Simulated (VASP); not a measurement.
# C in VASP: one cell, several levels of theory, part 2 of 2

VASP 6.6.1, plane waves, PAW.

**3. Single point with r2SCAN**

File INCAR:

```
ENCUT = 520.000000
SIGMA = 0.010000
EDIFF = 1.00e-07
ALGO = Normal
METAGGA = R2SCAN
PREC = Accurate
IBRION = -1
ISIF = 2
ISMEAR = 0
NBANDS = 11
NELM = 120
NSW = 0
LASPH = .TRUE.
LCHARG = .FALSE.
LWAVE = .FALSE.
LREAL = .FALSE.
```

File KPOINTS:

```
KPOINTS created by Atomic Simulation Environment
0
Gamma
12 12 12
0 0 0
```

File KPOINTS_OPT:

```
special points
7
Reciprocal
0.0000000000 0.0000000000 0.0000000000 1
0.5000000000 0.0000000000 0.5000000000 1
0.6250000000 0.2500000000 0.6250000000 1
0.3750000000 0.3750000000 0.7500000000 1
0.5000000000 0.5000000000 0.5000000000 1
0.5000000000 0.2500000000 0.7500000000 1
0.3645830000 0.3645830000 0.0000000000 1
```

File POSCAR:

```
C
 1.0000000000000000
     0.0000000000000000    1.7979253840000000    1.7763848549000001
     1.7979253840000000    0.0000000000000000    1.7763848549000001
     1.7979253840000000    1.7979253840000000    0.0000000000000000
 C
   2
Cartesian
  0.0000000000000000  0.0000000000000000  0.0000000000000000
  0.8989626919999999  0.8989626919999999  0.8881924274500000
```

Run with:

```bash
> mpirun -np 1 vasp_std
```

Standard output, without the iteration lines:

```text
POSCAR found type information on POSCAR C
 POSCAR found :  1 types and       2 ions
 -----------------------------------------------------------------------------
|                                                                             |
|                                                                             |
|     You enforced a specific xc type in the INCAR file but a different       |
|     I HOPE YOU KNOW WHAT YOU ARE DOING!                                     |
|                                                                             |
 -----------------------------------------------------------------------------

 LDA part: xc-table for (None), standard interpolation
 POSCAR, INCAR and KPOINTS ok, starting setup
 FFT: planning ... GRIDC
 FFT: planning ... GRID_SOFT
 FFT: planning ... GRID
 WAVECAR not read
 entering main loop
 Start KPOINTS_OPT (optional k-point list driver)
k-point batch [1-7\7]
```

OSZICAR:

```text
N       E                     dE             d eps       ncg     rms          rms(c)
DAV:   1    -0.278376563225E+01   -0.27838E+01   -0.49552E+03  3693   0.739E+02
DAV:   2    -0.215557472495E+02   -0.18772E+02   -0.18180E+02  4619   0.124E+02
DAV:   3    -0.219234443412E+02   -0.36770E+00   -0.36659E+00  4189   0.134E+01
DAV:   4    -0.219241070318E+02   -0.66269E-03   -0.66267E-03  3843   0.666E-01
DAV:   5    -0.219241077782E+02   -0.74638E-06   -0.74638E-06  4108   0.216E-02    0.504E+00
DAV:   6    -0.197426212072E+02    0.21815E+01   -0.25020E-01  3716   0.362E+00    0.378E+00
DAV:   7    -0.196494576024E+02    0.93164E-01   -0.23827E-01  3595   0.351E+00    0.730E-01
DAV:   8    -0.196503178513E+02   -0.86025E-03   -0.40754E-03  4081   0.552E-01    0.390E-01
DAV:   9    -0.196506775929E+02   -0.35974E-03   -0.15841E-04  3757   0.144E-01    0.144E-02
DAV:  10    -0.196506778955E+02   -0.30257E-06   -0.25893E-06  4155   0.133E-02    0.719E-03
DAV:  11    -0.196506781862E+02   -0.29074E-06   -0.70560E-07  3886   0.763E-03    0.521E-04
DAV:  12    -0.196506781444E+02    0.41867E-07   -0.72568E-09  1934   0.671E-04
   1 F= -.19650678E+02 E0= -.19650678E+02  d E =-.982176E-12
       N       E                     dE             ncg
DAV:   1     0.184815470653E+04   -0.26506E+04      162
DAV:   2     0.172696937207E+04   -0.12119E+03      175
DAV:   3     0.172528148986E+04   -0.16879E+01      181
DAV:   4     0.172527960261E+04   -0.18872E-02      166
DAV:   5     0.172527960037E+04   -0.22383E-05      178
DAV:   6     0.172527960037E+04   -0.30213E-08      174
```

From OUTCAR:

```text
k-points           NKPTS =    163   k-points in BZ     NKDIM =    163   number of bands    NBANDS=     11

   NELECT =       8.0000    total number of electrons

   dimension x,y,z NGX =    20 NGY =   20 NGZ =   20
   dimension x,y,z NGXF=    40 NGYF=   40 NGZF=   40

  energy-cutoff  :      520.00
  volume of cell :       11.48
      direct lattice vectors                 reciprocal lattice vectors
     0.000000000  1.797925384  1.776384855    -0.278098304  0.278098304  0.281470538
     1.797925384  0.000000000  1.776384855     0.278098304 -0.278098304  0.281470538
     1.797925384  1.797925384  0.000000000     0.278098304  0.278098304 -0.281470538

 k-points in reciprocal lattice and weights: KPOINTS created by Atomic Simulation Env
   0.00000000  0.00000000  0.00000000       0.001
   0.08333333 -0.00000000  0.00000000       0.005
   0.16666667  0.00000000  0.00000000       0.005
   0.25000000  0.00000000  0.00000000       0.005
   0.33333333  0.00000000  0.00000000       0.005
   0.41666667 -0.00000000  0.00000000       0.005
   0.50000000  0.00000000  0.00000000       0.002
   0.08333333  0.08333333  0.00000000       0.001
[... 155 more k-points ...]

 E-fermi :   9.6976

 k-point     1 :       0.0000    0.0000    0.0000
  band No.  band energies     occupation
      1     -12.9907      2.00000
      2       9.4726      2.00000
      3       9.4726      2.00000
      4       9.6589      2.00000
      5      15.2307      0.00000
      6      15.3912      0.00000
      7      15.3912      0.00000
      8      23.0555      0.00000
      9      29.7608      0.00000
     10      36.4663      0.00000
     11      37.0839      0.00000

 k-point     2 :       0.0833   -0.0000    0.0000
  band No.  band energies     occupation
      1     -12.7914      2.00000
      2       8.2254      2.00000
      3       9.1295      2.00000
      4       9.2650      2.00000
      5      15.7110      0.00000
      6      15.8336      0.00000
      7      16.1120      0.00000
      8      23.2694      0.00000
      9      30.1039      0.00000
     10      34.5191      0.00000
     11      34.9591      0.00000

 k-point     3 :       0.1667    0.0000    0.0000
  band No.  band energies     occupation
      1     -12.1963      2.00000
      2       5.5611      2.00000
      3       8.3829      2.00000
      4       8.5327      2.00000
      5      16.6828      0.00000
      6      16.7892      0.00000
      7      17.2213      0.00000
      8      23.8877      0.00000
      9      30.8195      0.00000
     10      32.9588      0.00000
     11      33.2857      0.00000

 k-point     4 :       0.2500    0.0000    0.0000
  band No.  band energies     occupation
      1     -11.2152      2.00000
      2       2.5906      2.00000
      3       7.6109      2.00000
      4       7.7856      2.00000
      5      17.5612      0.00000
      6      17.6650      0.00000
      7      17.9768      0.00000
      8      24.7504      0.00000
      9      31.2457      0.00000
     10      32.6266      0.00000
     11      32.8271      0.00000

 k-point     5 :       0.3333    0.0000    0.0000
  band No.  band energies     occupation
      1      -9.8738      2.00000
      2      -0.3050      2.00000
      3       6.9966      2.00000
      4       7.1952      2.00000
      5      18.0226      0.00000
      6      18.1456      0.00000
      7      18.4277      0.00000
      8      25.5411      0.00000
      9      31.4703      0.00000
     10      33.6026      0.00000
     11      33.6586      0.00000

 k-point     6 :       0.4167   -0.0000    0.0000
  band No.  band energies     occupation
      1      -8.2647      2.00000
      2      -2.8885      2.00000
      3       6.6111      2.00000
      4       6.8266      2.00000
      5      18.1831      0.00000
      6      18.2903      0.00000
      7      18.6309      0.00000
      8      25.9916      0.00000
      9      32.0344      0.00000
     10      35.3046      0.00000
     11      35.4165      0.00000

 k-point     7 :       0.5000    0.0000    0.0000
  band No.  band energies     occupation
      1      -7.1146      2.00000
      2      -4.3692      2.00000
      3       6.4805      2.00000
      4       6.7020      2.00000
      5      18.2158      0.00000
      6      18.3075      0.00000
      7      18.6820      0.00000
      8      26.1127      0.00000
      9      32.5542      0.00000
     10      34.7728      0.00000
     11      36.5170      0.00000

 k-point     8 :       0.0833    0.0833    0.0000
  band No.  band energies     occupation
      1     -12.7207      2.00000
      2       8.5146      2.00000
      3       8.5146      2.00000
      4       8.9884      2.00000
      5      15.0140      0.00000
      6      16.5794      0.00000
      7      16.5794      0.00000
      8      23.2237      0.00000
      9      30.2530      0.00000
     10      33.1242      0.00000
     11      36.8099      0.00000

 k-point     9 :       0.1667    0.0833    0.0000
  band No.  band energies     occupation
      1     -12.2533      2.00000
      2       6.4533      2.00000
      3       7.6665      2.00000
      4       8.6045      2.00000
      5      15.3133      0.00000
      6      17.7018      0.00000
      7      17.7104      0.00000
      8      23.3850      0.00000
      9      30.9160      0.00000
     10      31.5525      0.00000
     11      35.5434      0.00000

 k-point    10 :       0.2500    0.0833    0.0000
  band No.  band energies     occupation
      1     -11.3966      2.00000
      2       3.6202      2.00000
      3       6.8999      2.00000
      4       7.9229      2.00000
      5      16.2019      0.00000
      6      18.5732      0.00000
      7      18.6750      0.00000
      8      23.7273      0.00000
      9      31.1861      0.00000
     10      31.5292      0.00000
     11      34.7892      0.00000

 k-point    11 :       0.3333    0.0833    0.0000
  band No.  band energies     occupation
      1     -10.1694      2.00000
      2       0.7224      2.00000
      3       6.3570      2.00000
      4       7.1533      2.00000
      5      17.0162      0.00000
      6      19.0641      0.00000
      7      19.1696      0.00000
      8      24.3426      0.00000
      9      31.6253      0.00000
     10      32.0461      0.00000
     11      35.2703      0.00000

 k-point    12 :       0.4167    0.0833    0.0000
  band No.  band energies     occupation
      1      -8.6299      2.00000
      2      -1.9664      2.00000
      3       6.0919      2.00000
      4       6.4898      2.00000
      5      17.4935      0.00000
      6      19.1959      0.00000
      7      19.3088      0.00000
      8      25.2291      0.00000
      9      31.5883      0.00000
     10      33.6605      0.00000
     11      36.4340      0.00000

 k-point    13 :       0.5000    0.0833    0.0000
  band No.  band energies     occupation
      1      -7.1261      2.00000
      2      -4.0042      2.00000
      3       6.0221      2.00000
      4       6.1171      2.00000
      5      17.7840      0.00000
      6      18.9785      0.00000
      7      19.4006      0.00000
      8      25.9361      0.00000
      9      31.7078      0.00000
     10      34.8209      0.00000
     11      36.6420      0.00000

 k-point    14 :      -0.4167    0.0833    0.0000
  band No.  band energies     occupation
      1      -7.5857      2.00000
      2      -3.4292      2.00000
      3       5.7981      2.00000
      4       6.4210      2.00000
      5      18.0456      0.00000
      6      18.6795      0.00000
      7      19.3947      0.00000
      8      26.0088      0.00000
      9      31.6530      0.00000
     10      34.7785      0.00000
     11      35.0569      0.00000

 k-point    15 :      -0.3333    0.0833    0.0000
  band No.  band energies     occupation
      1      -9.2043      2.00000
      2      -1.0534      2.00000
      3       5.8457      2.00000
      4       6.9719      2.00000
      5      18.2473      0.00000
      6      18.2805      0.00000
      7      19.2795      0.00000
      8      25.4130      0.00000
      9      31.5146      0.00000
     10      32.5237      0.00000
     11      34.8512      0.00000

 k-point    16 :      -0.2500    0.0833    0.0000
  band No.  band energies     occupation
      1     -10.6455      2.00000
      2       1.7329      2.00000
      3       6.1773      2.00000
      4       7.7095      2.00000
      5      17.6377      0.00000
      6      18.2227      0.00000
      7      18.8962      0.00000
      8      24.5813      0.00000
      9      31.1652      0.00000
     10      31.4829      0.00000
     11      33.9089      0.00000

[... the tables of k-points 17 to 163 left out ...]

  Total       -0.7562753     -0.7562753      0.0716733      0.0000000      0.0000000      0.0000000
  in kB     -105.5067120   -105.5067120      9.9990249      0.0000000      0.0000000      0.0000000
  external PRESSURE =     -67.0047997 kB  Pullay stress =       0.0000000 kB

 POSITION                                       TOTAL-FORCE (eV/Angst)
 -----------------------------------------------------------------------------------
      0.00000      0.00000      0.00000        -0.000000     -0.000000     -0.000000
      0.89896      0.89896      0.88819         0.000000      0.000000      0.000000
 -----------------------------------------------------------------------------------
    total drift:                                0.000000      0.000000      0.000000

  FREE ENERGIE OF THE ION-ELECTRON SYSTEM (eV)
  ---------------------------------------------------
  free  energy   TOTEN  =       -19.6506781444 eV

  energy  without entropy=      -19.6506781444  energy(sigma->0) =      -19.65067814
```

Hardware: 1 MPI rank of Intel Xeon Platinum 8488C, shared host.

The levels at the points of KPOINTS_OPT are read from vasprun.xml.

Near the gap, in eV above the top of the last filled band v; c is the band after it:

```csv
point,v−1,v,c,c+1
Γ,-0.19,0.00,5.57,5.73
X,-6.64,-6.64,4.95,4.95
U,-9.75,-5.67,5.90,11.21
K,-9.73,-5.86,5.61,10.86
L,-3.18,-2.96,8.56,8.65
W,-8.72,-8.72,10.97,10.97
```

The r2SCAN gap is 3.97 eV and indirect (Γ to (0.36, 0.36, 0.00)), with 5.57 eV as the least direct one. The pressure is -6.70 GPa; the forces vanish within 0.01 eV/Å.

**4. Results**

The summary covers parts 1 to 2.

| level | gap (eV) | pressure (GPa) | Ansatz: gap (eV) | Ansatz: pressure (GPa) |
| --- | --- | --- | --- | --- |
| PBE | 3.79 | -2.89 | 3.80 | -3.51 |
| r2SCAN | 3.97 | -6.70 | 4.00 | -7.74 |

**Reading.** The gap runs from 3.79 eV (PBE) to 3.97 eV (r2SCAN). At this one volume the pressure spans -6.7 GPa (r2SCAN) to -2.9 GPa (PBE): PBE wants the largest cell and r2SCAN the smallest. The two programs agree on the gap within 0.04 eV, far less than the spread between functionals. The two codes have different PAW datasets and cutoffs.
